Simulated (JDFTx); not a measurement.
# CoO (Fm-3m) in JDFTx: notebook

The runs below take CoO through relaxation of cell and atoms, with AM05, revPBE.

All numbers are computed with JDFTx 1.7.0 (patched build); they aren't measurements. Logs are shortened: lines on timing, memory, paths and dates and some standing lists are left out, and cuts for length are marked. The log counts tension as positive stress, the text compression.

## 1. The crystal as given

It takes space group Fm-3m (No. 225, cubic). The conventional cell has a = 4.263 Å, b = 4.263 Å, c = 4.263 Å, α = 90.00°, β = 90.00°, γ = 90.00°. Co (site symmetry m-3m) is surrounded by 6 O at 2.13 Å. O (site symmetry m-3m) has 6 Co at 2.13 Å as nearest neighbours.

## 2. Relaxation of cell and atoms, AM05, collinear spin, ferromagnetic start

CoO.in reads:

```
lattice \
    0.0000000000     4.0279512346     4.0279512346 \
    4.0279512346     0.0000000000     4.0279512346 \
    4.0279512346     4.0279512346     0.0000000000
coords-type Cartesian
ion Co     0.0000000000     0.0000000000     0.0000000000 1
ion O      4.0279512346     4.0279512346     4.0279512346 1

ion-species pseudo/Co.upf
ion-species pseudo/O.upf
elec-cutoff 48 384
elec-ex-corr gga-x-am05 gga-c-am05
kpoint-folding 4 4 4
elec-smearing Fermi 0.0018374661
elec-n-bands 19
spintype z-spin
initial-magnetic-moments Co 2
elec-initial-magnetization 2 no
electronic-SCF nIterations 100 energyDiffThreshold 1e-09
electronic-minimize nIterations 30 energyDiffThreshold 1e-7
forces-output-coords Cartesian
lattice-minimize nIterations 40 energyDiffThreshold 1e-6

dump-name run.$VAR
dump End Ecomponents EigStats BandEigs Kpoints Forces Stress
```

Potentials or basis: PseudoDojo-SR-PBE-0.5-standard with smoothed tails.

Command:

```bash
> jdftx -c 1 -i CoO.in -o CoO.out
```

The program printed:

```text
*************** JDFTx 1.7.0 (patched build) ***************

Input parsed successfully to the following command list (including defaults):
[... the input with its defaults ...]

---------- Setting up symmetries ----------

Found 48 point-group symmetries of the bravais lattice
Found 48 space-group symmetries with basis
Applied RMS atom displacement 0 bohrs to make symmetries exact.

---------- Initializing the Grid ----------
R =
[            0      4.02795      4.02795  ]
[      4.02795            0      4.02795  ]
[      4.02795      4.02795            0  ]
unit cell volume = 130.702
G =
[  -0.779948   0.779948   0.779948  ]
[   0.779948  -0.779948   0.779948  ]
[   0.779948   0.779948  -0.779948  ]
Minimum fftbox size, Smin = [  52  52  52  ]
Chosen fftbox size, S = [  54  54  54  ]

---------- Initializing tighter grid for wavefunction operations ----------
R =
[            0      4.02795      4.02795  ]
[      4.02795            0      4.02795  ]
[      4.02795      4.02795            0  ]
unit cell volume = 130.702
G =
[  -0.779948   0.779948   0.779948  ]
[   0.779948  -0.779948   0.779948  ]
[   0.779948   0.779948  -0.779948  ]
Minimum fftbox size, Smin = [  36  36  36  ]
Chosen fftbox size, S = [  36  36  36  ]

---------- Exchange Correlation functional ----------
Initialized LibXC exchange functional 'Armiento & Mattsson 05'
Initialized LibXC correlation functional 'Armiento & Mattsson 05'

---------- Setting up pseudopotentials ----------
Width of ionic core gaussian charges (only for fluid interactions / plotting) set to 0

Reading pseudopotential file 'pseudo/Co.upf':
  'Co' pseudopotential, 'PBE' functional
  Generated using ONCVPSP code by D. R. Hamann
  17 valence electrons, 4 orbitals, 6 projectors, 1001 radial grid points, with lMax = 2
    3S    l: 0   occupation:  2.0   eigenvalue: -3.763303
    3P    l: 1   occupation:  6.0   eigenvalue: -2.412101
    3D    l: 2   occupation:  7.0   eigenvalue: -0.301498
    4S    l: 0   occupation:  2.0   eigenvalue: -0.201022
  Core radius for overlap checks: 1.60 bohrs.

Reading pseudopotential file 'pseudo/O.upf':
  'O' pseudopotential, 'PBE' functional
  Generated using ONCVPSP code by D. R. Hamann
  6 valence electrons, 2 orbitals, 5 projectors, 936 radial grid points, with lMax = 2
    2S    l: 0   occupation:  2.0   eigenvalue: -0.880572
    2P    l: 1   occupation:  4.0   eigenvalue: -0.331869
  Core radius for overlap checks: 1.39 bohrs.

Initialized 2 species with 2 total atoms.

Folded 1 k-points by 4x4x4 to 64 k-points.

---------- Setting up k-points, bands, fillings ----------
Reduced to 8 k-points under symmetry.
Computing the number of bands and number of electrons
Calculating initial fillings.
nElectrons:  23.000000   nBands: 19   nStates: 16

----- Setting up reduced wavefunction bases (one per k-point) -----
average nbasis = 2078.422 , ideal nbasis = 2076.053

---------- Setting up ewald sum ----------
Optimum gaussian width for ewald sums = 1.829426 bohr.
Real space sum over 1331 unit cells with max indices [  5  5  5  ]
Reciprocal space sum over 2197 terms with max indices [  6  6  6  ]

---------- Allocating electronic variables ----------
Initializing wave functions:  linear combination of atomic orbitals
Note: number of bands (19) exceeds available atomic orbitals (14)
Co (M=2) pseudo-atom majority spin occupations:   s ( 1 0.5 )  p ( 3 )  d ( 5 )
Co (M=2) pseudo-atom minority spin occupations:   s ( 1 0 )  p ( 3 )  d ( 3.5 )
O pseudo-atom occupations:   s ( 2 )  p ( 4 )
	FillingsUpdate:  mu: +1.149309451  nElectrons: 23.000000  magneticMoment: [ Abs: 0.37494  Tot: +0.37333 ]
LCAOMinimize: Iter:   0  F: -149.2945031956353432  |grad|_K:  5.592e-02  alpha:  1.000e+00
	FillingsUpdate:  mu: +1.118861006  nElectrons: 23.000000  magneticMoment: [ Abs: 0.50197  Tot: +0.50197 ]
LCAOMinimize: Iter:   1  F: -155.1487398777751991  |grad|_K:  4.137e-02  alpha:  3.384e-01  linmin: -1.483e-01  cgtest:  5.020e-01
	FillingsUpdate:  mu: +0.579038926  nElectrons: 23.000000  magneticMoment: [ Abs: 2.37512  Tot: +2.37512 ]
[... 37 lines of inner loops ...]
LCAOMinimize: Iter:  16  F: -158.2526482208569121  |grad|_K:  1.664e-05  alpha:  3.539e-01  linmin:  4.339e-06  cgtest:  1.364e-02
	FillingsUpdate:  mu: +0.539035388  nElectrons: 23.000000  magneticMoment: [ Abs: 2.70604  Tot: +2.69347 ]
LCAOMinimize: Iter:  17  F: -158.2526486798689405  |grad|_K:  5.278e-06  alpha:  5.727e-01  linmin: -2.249e-03  cgtest:  7.455e-03
LCAOMinimize: Converged (|Delta F|<1.000000e-06 for 2 iters).

--------- Lattice Minimization ---------

-------- Electronic minimization -----------
Will mix electronic density at each iteration.
	FillingsUpdate:  mu: +0.539035388  nElectrons: 23.000000  magneticMoment: [ Abs: 2.70604  Tot: +2.69347 ]
	FillingsUpdate:  mu: +0.537082333  nElectrons: 23.000000  magneticMoment: [ Abs: 2.70604  Tot: +2.69347 ]
SCF: Cycle:  0   F: -158.275254787218699   dF: -2.261e-02   |Residual|: 9.463e-02   |deigs|: 8.343e-02
	FillingsUpdate:  mu: +0.515721635  nElectrons: 23.000000  magneticMoment: [ Abs: 2.62795  Tot: +2.60982 ]
SCF: Cycle:  1   F: -158.278346825182496   dF: -3.092e-03   |Residual|: 5.104e-02   |deigs|: 2.013e-02
	FillingsUpdate:  mu: +0.519272272  nElectrons: 23.000000  magneticMoment: [ Abs: 2.49068  Tot: +2.47275 ]
SCF: Cycle:  2   F: -158.279279166128333   dF: -9.323e-04   |Residual|: 2.749e-02   |deigs|: 5.451e-03
	FillingsUpdate:  mu: +0.517277034  nElectrons: 23.000000  magneticMoment: [ Abs: 2.49564  Tot: +2.48405 ]
SCF: Cycle:  3   F: -158.279729255124977   dF: -4.501e-04   |Residual|: 1.075e-02   |deigs|: 2.373e-03
	FillingsUpdate:  mu: +0.518235475  nElectrons: 23.000000  magneticMoment: [ Abs: 2.47048  Tot: +2.45782 ]
SCF: Cycle:  4   F: -158.279750144391215   dF: -2.089e-05   |Residual|: 2.975e-03   |deigs|: 9.445e-04
	FillingsUpdate:  mu: +0.518534472  nElectrons: 23.000000  magneticMoment: [ Abs: 2.46279  Tot: +2.45075 ]
SCF: Cycle:  5   F: -158.279751442900960   dF: -1.299e-06   |Residual|: 1.866e-03   |deigs|: 3.562e-04
	FillingsUpdate:  mu: +0.518405667  nElectrons: 23.000000  magneticMoment: [ Abs: 2.46854  Tot: +2.45680 ]
[... 39 lines left out ...]
# Energy components:
   Eewald =     -106.2814308603418851
       EH =       45.5452439537842011
     Eloc =     -134.0010583549469345
      Enl =      -21.5664514149686433
      Exc =      -31.6920852627702772
 Exc_core =       10.7858855757077077
       KE =       78.9317131455638901
-------------------------------------
     Etot =     -158.2781832179719572
       TS =        0.0015695553635926
-------------------------------------
        F =     -158.2797527733355594

LatticeMinimize: Iter:   0  F: -158.279752773335559  |grad|_K:  2.590e-02

#--- Lowdin population analysis ---
# oxidation-state Co +1.038
# magnetic-moments Co +2.204
# oxidation-state O -0.916
# magnetic-moments O +0.261
[... 386 lines left out ...]
# Energy components:
   Eewald =     -109.8446366481035312
       EH =       43.5239525879973215
     Eloc =     -128.5150647409903968
      Enl =      -21.5876556537256832
      Exc =      -31.7566253376352421
 Exc_core =       10.7858862725746043
       KE =       79.1114847777901673
-------------------------------------
     Etot =     -158.2826587420927353
       TS =        0.0011609440521229
-------------------------------------
        F =     -158.2838196861448523

LatticeMinimize: Iter:   5  F: -158.283819686144852  |grad|_K:  3.879e-06  alpha:  1.450e+00  linmin: -1.000e+00
LatticeMinimize: Converged (|Delta F|<1.000000e-06 for 2 iters).

#--- Lowdin population analysis ---
# oxidation-state Co +1.023
# magnetic-moments Co +2.113
# oxidation-state O -0.902
# magnetic-moments O +0.268

Dumping 'run.eigStats' ...
	eMin: -2.943971 at state 0 ( [ +0.000000 +0.000000 +0.000000 ] spin 1 )
	HOMO: +0.592408 at state 12 ( [ +0.000000 +0.250000 +0.500000 ] spin -1 )
	mu  : +0.592807
	LUMO: +0.598156 at state 12 ( [ +0.000000 +0.250000 +0.500000 ] spin -1 )
	eMax: +1.681559 at state 14 ( [ +0.000000 +0.500000 +0.500000 ] spin -1 )
	HOMO-LUMO gap: +0.005748
	Optical gap  : +0.005748 at state 12 ( [ +0.000000 +0.250000 +0.500000 ] spin -1 )
Done!
[note: the HOMO, LUMO and gaps printed at the end count levels as full or empty at half filling, so they show a gap where a level is partly filled]
```

Run time: 92 s. Hardware: 1 thread of Intel Xeon 6975P-C (Granite Rapids), shared host; peak memory 0.16 GiB.

The run converged, but some of its settings lie outside the range that counts as converged, so its numbers aren't taken as properties of the crystal.

What came out:

- Free energy: -4307.1222 eV
- Relaxed volume: 8.77 Å³/atom
- Relaxed cell: a = 2.917 Å, b = 2.917 Å, c = 2.917 Å, α = 60.00°, β = 60.00°, γ = 60.00°
- Space group after relaxing (to 0.05 Å): Fm-3m (No. 225)
- Energy gained by relaxing: 55.3 meV/atom
- Ionic steps: 6
- Pressure after relaxing: 0.0 GPa
- Band gap on the k mesh: none (metal or under the smearing width)
- Net moment: 2.38 μB per cell
- Absolute moment: 2.39 μB per cell
- Site moments: Co +2.11; O +0.27 μB
- Loewdin charges: Co +1.02; O -0.90 e

Caveat: the k mesh is coarse (spacing up to 0.64 Å⁻¹), so the values aren't converged; the plane waves are those of the starting cell, so after so large a change of volume the result is rough; the potentials were made for another functional, which shifts forces and pressure; a cell with one magnetic atom can't hold antiferromagnetic order, which such compounds often take; semilocal functionals often make such compounds metallic where correlation or magnetic order opens a gap, which also shifts bond lengths.

## 3. Relaxation of cell and atoms, revPBE, collinear spin, ferromagnetic start

Changes to CoO.in since step 2:

```diff
@@ -11,3 +11,3 @@
 elec-cutoff 48 384
-elec-ex-corr gga-x-am05 gga-c-am05
+elec-ex-corr gga-x-pbe-r gga-c-pbe
 kpoint-folding 4 4 4
@@ -24,2 +24,2 @@
 dump-name run.$VAR
-dump End Ecomponents EigStats BandEigs Kpoints Forces Stress
+dump End Ecomponents EigStats BandEigs Kpoints Forces Stress ElecDensity Dtot
```

Potentials or basis: PseudoDojo-SR-PBE-0.5-standard with smoothed tails.

Command:

```bash
> jdftx -c 1 -i CoO.in -o CoO.out
```

The program printed:

```text
*************** JDFTx 1.7.0 (patched build) ***************

Input parsed successfully to the following command list (including defaults):
[... the input with its defaults ...]

---------- Setting up symmetries ----------

Found 48 point-group symmetries of the bravais lattice
Found 48 space-group symmetries with basis
Applied RMS atom displacement 0 bohrs to make symmetries exact.

---------- Initializing the Grid ----------
R =
[            0      4.02795      4.02795  ]
[      4.02795            0      4.02795  ]
[      4.02795      4.02795            0  ]
unit cell volume = 130.702
G =
[  -0.779948   0.779948   0.779948  ]
[   0.779948  -0.779948   0.779948  ]
[   0.779948   0.779948  -0.779948  ]
Minimum fftbox size, Smin = [  52  52  52  ]
Chosen fftbox size, S = [  54  54  54  ]

---------- Initializing tighter grid for wavefunction operations ----------
R =
[            0      4.02795      4.02795  ]
[      4.02795            0      4.02795  ]
[      4.02795      4.02795            0  ]
unit cell volume = 130.702
G =
[  -0.779948   0.779948   0.779948  ]
[   0.779948  -0.779948   0.779948  ]
[   0.779948   0.779948  -0.779948  ]
Minimum fftbox size, Smin = [  36  36  36  ]
Chosen fftbox size, S = [  36  36  36  ]

---------- Exchange Correlation functional ----------
Initialized LibXC exchange functional 'Revised PBE from Zhang & Yang'
Initialized LibXC correlation functional 'Perdew, Burke & Ernzerhof'

---------- Setting up pseudopotentials ----------
Width of ionic core gaussian charges (only for fluid interactions / plotting) set to 0

Reading pseudopotential file 'pseudo/Co.upf':
  'Co' pseudopotential, 'PBE' functional
  Generated using ONCVPSP code by D. R. Hamann
  17 valence electrons, 4 orbitals, 6 projectors, 1001 radial grid points, with lMax = 2
    3S    l: 0   occupation:  2.0   eigenvalue: -3.763303
    3P    l: 1   occupation:  6.0   eigenvalue: -2.412101
[... 37 lines left out ...]
LCAOMinimize: Iter:   0  F: -149.5213921489439031  |grad|_K:  5.591e-02  alpha:  1.000e+00
	FillingsUpdate:  mu: +1.129397546  nElectrons: 23.000000  magneticMoment: [ Abs: 0.41083  Tot: +0.41083 ]
LCAOMinimize: Iter:   1  F: -155.4562416912246476  |grad|_K:  4.251e-02  alpha:  3.402e-01  linmin: -1.681e-01  cgtest:  4.769e-01
	FillingsUpdate:  mu: +0.586183621  nElectrons: 23.000000  magneticMoment: [ Abs: 2.38078  Tot: +2.38078 ]
[... 41 lines of inner loops ...]
LCAOMinimize: Iter:  18  F: -158.3981545414644074  |grad|_K:  9.147e-06  alpha:  2.865e-01  linmin: -6.983e-04  cgtest: -9.888e-03
	FillingsUpdate:  mu: +0.537758198  nElectrons: 23.000000  magneticMoment: [ Abs: 2.94653  Tot: +2.93063 ]
LCAOMinimize: Iter:  19  F: -158.3981546894931682  |grad|_K:  2.177e-06  alpha:  6.070e-01  linmin: -3.939e-03  cgtest:  1.770e-01
LCAOMinimize: Converged (|Delta F|<1.000000e-06 for 2 iters).

--------- Lattice Minimization ---------

-------- Electronic minimization -----------
Will mix electronic density at each iteration.
	FillingsUpdate:  mu: +0.537758198  nElectrons: 23.000000  magneticMoment: [ Abs: 2.94653  Tot: +2.93063 ]
	FillingsUpdate:  mu: +0.536217430  nElectrons: 23.000000  magneticMoment: [ Abs: 2.94653  Tot: +2.93063 ]
SCF: Cycle:  0   F: -158.419826735037361   dF: -2.167e-02   |Residual|: 6.710e-02   |deigs|: 8.074e-02
	FillingsUpdate:  mu: +0.522630905  nElectrons: 23.000000  magneticMoment: [ Abs: 2.94283  Tot: +2.91961 ]
SCF: Cycle:  1   F: -158.421956180173737   dF: -2.129e-03   |Residual|: 1.449e-02   |deigs|: 1.541e-02
	FillingsUpdate:  mu: +0.522616243  nElectrons: 23.000000  magneticMoment: [ Abs: 2.94410  Tot: +2.92099 ]
SCF: Cycle:  2   F: -158.421989845509330   dF: -3.367e-05   |Residual|: 1.102e-02   |deigs|: 1.605e-03
	FillingsUpdate:  mu: +0.522473144  nElectrons: 23.000000  magneticMoment: [ Abs: 2.96216  Tot: +2.93888 ]
SCF: Cycle:  3   F: -158.422026087638415   dF: -3.624e-05   |Residual|: 4.295e-03   |deigs|: 6.851e-04
	FillingsUpdate:  mu: +0.523194375  nElectrons: 23.000000  magneticMoment: [ Abs: 2.97368  Tot: +2.94789 ]
SCF: Cycle:  4   F: -158.422027571889430   dF: -1.484e-06   |Residual|: 2.370e-03   |deigs|: 6.295e-04
	FillingsUpdate:  mu: +0.523212506  nElectrons: 23.000000  magneticMoment: [ Abs: 2.98004  Tot: +2.95367 ]
SCF: Cycle:  5   F: -158.422028561960559   dF: -9.901e-07   |Residual|: 1.419e-03   |deigs|: 3.187e-04
	FillingsUpdate:  mu: +0.523143226  nElectrons: 23.000000  magneticMoment: [ Abs: 2.97599  Tot: +2.94996 ]
[... 39 lines left out ...]
# Energy components:
   Eewald =     -106.2814308603418851
       EH =       45.7544948513572578
     Eloc =     -134.4113911704716884
      Enl =      -21.7724849649904648
      Exc =      -32.2986407565512295
 Exc_core =       11.1565843481978160
       KE =       79.4325050447551888
-------------------------------------
     Etot =     -158.4203635080449999
       TS =        0.0016656087251312
-------------------------------------
        F =     -158.4220291167701191

LatticeMinimize: Iter:   0  F: -158.422029116770119  |grad|_K:  3.011e-03

#--- Lowdin population analysis ---
# oxidation-state Co +1.136
# magnetic-moments Co +2.573
# oxidation-state O -1.016
# magnetic-moments O +0.382
[... 305 lines left out ...]
# Energy components:
   Eewald =     -105.8542370838823246
       EH =       45.9987876458780676
     Eloc =     -135.0710532008306473
      Enl =      -21.7699022015303889
      Exc =      -32.2923382743358403
 Exc_core =       11.1565849648230024
       KE =       79.4117102325450475
-------------------------------------
     Etot =     -158.4204479173330924
       TS =        0.0016345399115885
-------------------------------------
        F =     -158.4220824572446702

LatticeMinimize: Iter:   4  F: -158.422082457244670  |grad|_K:  2.320e-06  alpha:  1.533e+00  linmin:  1.000e+00
LatticeMinimize: Converged (|Delta F|<1.000000e-06 for 2 iters).

#--- Lowdin population analysis ---
# oxidation-state Co +1.139
# magnetic-moments Co +2.589
# oxidation-state O -1.019
# magnetic-moments O +0.389

Dumping 'run.eigStats' ...
	eMin: -3.043714 at state 0 ( [ +0.000000 +0.000000 +0.000000 ] spin 1 )
	HOMO: +0.514254 at state 12 ( [ +0.000000 +0.250000 +0.500000 ] spin -1 )
	mu  : +0.514411
	LUMO: +0.518538 at state 14 ( [ +0.000000 +0.500000 +0.500000 ] spin -1 )
	eMax: +1.523881 at state 14 ( [ +0.000000 +0.500000 +0.500000 ] spin -1 )
	HOMO-LUMO gap: +0.004284
	Optical gap  : +0.004889 at state 12 ( [ +0.000000 +0.250000 +0.500000 ] spin -1 )
Done!
[note: the HOMO, LUMO and gaps printed at the end count levels as full or empty at half filling, so they show a gap where a level is partly filled]
```

Wall time 71 s (1 thread of Intel Xeon 6975P-C (Granite Rapids), shared host); peak memory 0.16 GiB.

These settings aren't checked as converged: the numbers below hold their error.

Results:

```
Free energy                            : -4310.8845 eV
Relaxed volume                         : 9.80 Å³/atom
Relaxed cell                           : a = 3.027 Å, b = 3.027 Å, c = 3.027 Å, α = 60.00°, β = 60.00°, γ = 60.00°
Space group after relaxing (to 0.05 Å) : Fm-3m (No. 225)
Energy gained by relaxing              : 0.7 meV/atom
Ionic steps                            : 5
Pressure after relaxing                : 0.0 GPa
Band gap on the k mesh                 : none (metal or under the smearing width)
Net moment                             : 2.97 μB per cell
Absolute moment                        : 3.00 μB per cell
Site moments                           : Co +2.59; O +0.39 μB
Loewdin charges                        : Co +1.14; O -1.02 e
```

Caveat: the k mesh is coarse (spacing up to 0.64 Å⁻¹), so the values aren't converged; the potentials were made for another functional, which shifts forces and pressure; a cell with one magnetic atom can't hold antiferromagnetic order, which such compounds often take; semilocal functionals often make such compounds metallic where correlation or magnetic order opens a gap, which also shifts bond lengths.
